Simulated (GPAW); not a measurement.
Runs of GPAW 26.7.0 on BeS. Symmetry: F-43m, No. 216, cubic system. The conventional cell has a = 4.850 Å, b = 4.850 Å, c = 4.850 Å, α = 90.00°, β = 90.00°, γ = 90.00°. Around S (site symmetry -43m) lie 4 Be at 2.10 Å. Around Be (site symmetry -43m) lie 4 S at 2.10 Å. 

```csv
task,level,potentials or basis,cell,k mesh,cutoff (eV),smearing,eigensolver,optimizer,fmax,max steps,convergence,mesh quality,gap on the mesh (eV),pressure (GPa),relaxed volume (Å³/atom)
relaxation of cell and atoms,BLYP,"PAW data sets generated in the run's folder for this functional, pw",relaxed,9 × 9 × 9,800,fermi-dirac 0.05 eV,davidson,BFGS,0.02 eV/Å,60,density=1e-05 forces=0.0001,not flagged,3.55,0.1,14.94
relaxation of cell and atoms,revPBE+D4,"the program's PAW data sets (release 1.2.1) made for this functional, pw",relaxed,9 × 9 × 9,800,fermi-dirac 0.05 eV,-,BFGS,0.02 eV/Å,60,density=1e-05 forces=0.0001,not flagged,(a),0.0,13.91
relaxation of cell and atoms,PBE,"GPAW PAW data sets (gpaw-data 1.2.1), pw",relaxed,9 × 9 × 9,800,fermi-dirac 0.05 eV,-,BFGS,0.02 eV/Å,60,density=1e-05 forces=0.0001,not flagged,3.24,0.0,14.59
relaxation of cell and atoms,revPBE+D3(BJ),"the program's PAW data sets (release 1.2.1) made for this functional, pw",relaxed,9 × 9 × 9,800,fermi-dirac 0.05 eV,-,BFGS,0.02 eV/Å,60,density=1e-05 forces=0.0001,not flagged,(b),0.1,(c)
relaxation of cell and atoms,RPBE,"the program's PAW data sets (release 1.2.1) made for this functional, pw",relaxed,9 × 9 × 9,800,fermi-dirac 0.05 eV,-,BFGS,0.02 eV/Å,60,density=1e-05 forces=0.0001,not flagged,3.41,0.1,14.95
relaxation of cell and atoms,PBEsol,"PAW data sets generated in the run's folder for this functional, pw",relaxed,9 × 9 × 9,800,fermi-dirac 0.05 eV,-,BFGS,0.02 eV/Å,60,density=1e-05 forces=0.0001,not flagged,3.00,0.0,14.16
relaxation of cell and atoms,LDA,"the program's PAW data sets (release 1.2.1) made for this functional, pw",relaxed,9 × 9 × 9,800,fermi-dirac 0.05 eV,-,BFGS,0.02 eV/Å,60,density=1e-05 forces=0.0001,not flagged,2.93,0.1,13.87
relaxation of cell and atoms,revPBE,"the program's PAW data sets (release 1.2.1) made for this functional, pw",relaxed,9 × 9 × 9,800,fermi-dirac 0.05 eV,-,BFGS,0.02 eV/Å,60,density=1e-05 forces=0.0001,not flagged,3.37,0.1,14.87
```

Alike in all rows: no spin polarisation.

Q: Estimate the missing entries.

A: (a) 3.22; (b) 3.19; (c) 13.77.

Caveats: later steps reuse the first step's grids; an odd mesh through Γ misses points on the zone boundary, where band edges often lie.
